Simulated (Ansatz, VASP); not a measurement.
Na: VASP beside Ansatz

```xyz
1
Lattice="0.0000 2.7364 2.7364 2.7364 0.0000 2.7364 2.7364 2.7364 0.0000" Properties=species:S:1:pos:R:3 pbc="T T T"
Na    0.0000    0.0000    0.0000
```

Alike in both runs: task single point; functional revPBE; k mesh 17 × 17 × 17; occupations fermi-dirac, width 0.1 eV; no spin polarisation.

|  | VASP | Ansatz |
| --- | --- | --- |
| version | VASP 6.6.1 | Ansatz 0.2.0 |
| potentials or method | VASP PAW PBE potentials, release 64 (Na_pv) | plane waves (420 eV) with PAW, scalar-relativistic |
| plane-wave cutoff (eV) | 520 | 420 |
| valence electrons in the cell | 7 | 9 |

```csv
,VASP,Ansatz,Ansatz less VASP
pressure (GPa),-0.2,-0.2,-0.02
```

The functional is the same, so the differences come from potentials, cutoffs and numerics. The two sets of potentials don't hold the same shells in valence.

Caveats: the PAW data sets were made with another functional, which shifts forces and pressure a little (VASP).
